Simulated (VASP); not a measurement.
The system is Mg.

```xyz
2
Lattice="3.1769 0.0000 0.0000 -1.5884 2.7513 0.0000 0.0000 0.0000 5.1577" Properties=species:S:1:pos:R:3 pbc="T T T"
Mg    0.0000    1.8342    1.2894
Mg    1.5884    0.9171    3.8683
```

* Program: VASP 6.6.1
* Task: relaxation of cell and atoms
* Functional: LDA
* Potentials or basis: VASP PAW LDA potentials, release 64 (Mg)
* Cutoff: 600 eV
* k mesh: 12 × 12 × 7
* Occupations: fermi-dirac, width 0.05 eV
* Spin: no spin polarisation

At the start: pressure -1.9 GPa; volume 22.54 Å³/atom.

Task: How do energy, volume and symmetry change on relaxing?

Result: Over 7 steps the energy falls by 7.6 meV/atom and the volume is 21.42 Å³/atom (-5.0 %); space group P6_3/mmc (No. 194, to 0.05 Å).

The path:
| step | energy change (eV) | largest force (eV/Å) | pressure (GPa) | volume (Å³) |
| --- | --- | --- | --- | --- |
| 1 | 0.0000 | 0.0000 | -1.89 | 45.08 |
| 2 | -0.0139 | 0.0000 | -0.50 | 43.37 |
| 3 | -0.0149 | 0.0000 | 0.04 | 42.79 |
| 4 | -0.0149 | 0.0000 | 0.08 | 42.75 |
| 5 | -0.0151 | 0.0000 | 0.07 | 42.77 |
| 6 | -0.0152 | 0.0000 | 0.05 | 42.80 |
| 7 | -0.0152 | 0.0000 | 0.00 | 42.85 |

Final structure:
```
CELL_PARAMETERS angstrom
3.13976 0.00000 0.00000
-1.56988 2.71911 0.00000
0.00000 0.00000 5.01870
ATOMIC_POSITIONS crystal
Mg 0.33333 0.66667 0.25000
Mg 0.66667 0.33333 0.75000
```
